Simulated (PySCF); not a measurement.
Molecule: `c1c[nH]cn1`, C₃H₄N₂.

Numbering as in the mapped SMILES `[cH:1]1[cH:2][nH:3][cH:4][n:5]1`. Hydrogens are named by the atom that carries them.

Spin–spin couplings on one PBE0-D3(BJ)/def2-SVP geometry, PySCF, gas phase, non-relativistic, equivalent pairs averaged; isotopes ¹³C, ¹H, ¹⁵N; basis pcJ-1.

Question: How do the couplings (Hz) change with the functional? Times are CPU seconds on shared hosts with different chips, so compare them loosely.

Answer: 
| functional | functions | ¹J(C4,H(C4)) | ¹J(C1,H(C1)) | ¹J(C2,H(C2)) | ¹J(N3,H(N3)) | ¹J(C1,C2) | ¹J(C2,N3) | ¹J(C1,N5) | core-s |
| --- | --- | --- | --- | --- | --- | --- | --- | --- | --- |
| LDA | 175 | 173.4 | 158.4 | 156.1 | -80.9 | 53.8 | -11.4 | 8.4 | 12 |
| PBE | 175 | 202.3 | 185.6 | 182.0 | -90.8 | 65.4 | -15.0 | 6.8 | 20 |
| KT2 | 175 | 220.4 | 201.8 | 196.8 | -98.7 | 54.5 | -11.1 | 10.9 | 21 |
| B3LYP | 175 | 218.5 | 200.2 | 198.1 | -99.4 | 73.9 | -16.9 | 3.6 | 19 |
| PBE0 | 175 | 207.5 | 190.3 | 188.0 | -95.6 | 71.3 | -16.2 | 3.8 | 24 |
| B97-2 | 175 | 199.4 | 182.8 | 180.4 | -91.9 | 70.4 | -16.7 | 3.4 | 23 |
| BHandHLYP | 175 | 231.7 | 212.6 | 211.8 | -107.7 | 85.7 | -19.9 | -1.7 | 20 |
| CAM-B3LYP | 175 | 215.5 | 197.0 | 195.7 | -99.4 | 73.3 | -16.5 | 2.7 | 28 | Left out for a near triplet instability: HF/pcJ-1.
